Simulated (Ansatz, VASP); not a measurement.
**One calculation of MgSe, two programs**

The input INCAR:

```
PREC = Accurate ; ENCUT = 520
EDIFF = 1E-7 ; ISMEAR = 0
SIGMA = 0.05 ; LREAL = F
LASPH = T ; NELM = 60
ALGO = Normal ; ISIF = 2
LWAVE = F ; LCHARG = F
GGA = PS ; NBANDS = 11
```

File KPOINTS:

```
regular mesh
0
Gamma
  8 8 8
```

File POSCAR:

```
MgSe
1.0
    0.0000000000      2.7255000000      2.7255000000
    2.7255000000      0.0000000000      2.7255000000
    2.7255000000      2.7255000000      0.0000000000
Mg Se
1 1
Direct
    0.0000000000      0.0000000000      0.0000000000
    0.5000000000      0.5000000000      0.5000000000
```

Input for Ansatz:

```yaml
crystal:
  lattice:
    - [0.0, 2.7255, 2.7255]
    - [2.7255, 0.0, 2.7255]
    - [2.7255, 2.7255, 0.0]
  atoms:
    - { symbol: Mg, position: [0.0, 0.0, 0.0] }
    - { symbol: Se, position: [0.5, 0.5, 0.5] }
basis:
  ecutwfc: 420
kpoints:
  mp_grid: { grid: [8, 8, 8] }
hamiltonian:
  xc: pbesol
scf:
  occupations: { method: gaussian, width: 0.05 }
output:
  forces: true
  stress: true
  eigenvalues: true
```

Alike in both runs: task single point; functional PBEsol; k mesh 8 × 8 × 8; occupations gaussian, width 0.05 eV; no spin polarisation.

```csv
,VASP,Ansatz
version,VASP 6.6.1,Ansatz 0.2.0
potentials or method,"VASP PAW PBE potentials, release 64 (Mg, Se)","scalar-relativistic, plane waves, PAW"
plane-wave cutoff (eV),520,420
valence electrons in the cell,8,26
```

VASP gave:

- gap on the k mesh at the Fermi level (eV): 1.76
- least direct gap on the mesh (eV): 2.50
- pressure (GPa): -0.1

Q: What did Ansatz give for the same quantities?

A: gap on the k mesh at the Fermi level (eV): 1.77; least direct gap on the mesh (eV): 2.50; pressure (GPa): 0.0.

The two sets of potentials don't hold the same shells in valence.

Caveats: the PAW data sets were made with another functional, which shifts forces and pressure a little (VASP). PBEsol gaps usually lie below the measured ones, often by a third to a half. A k mesh can miss the band edges.
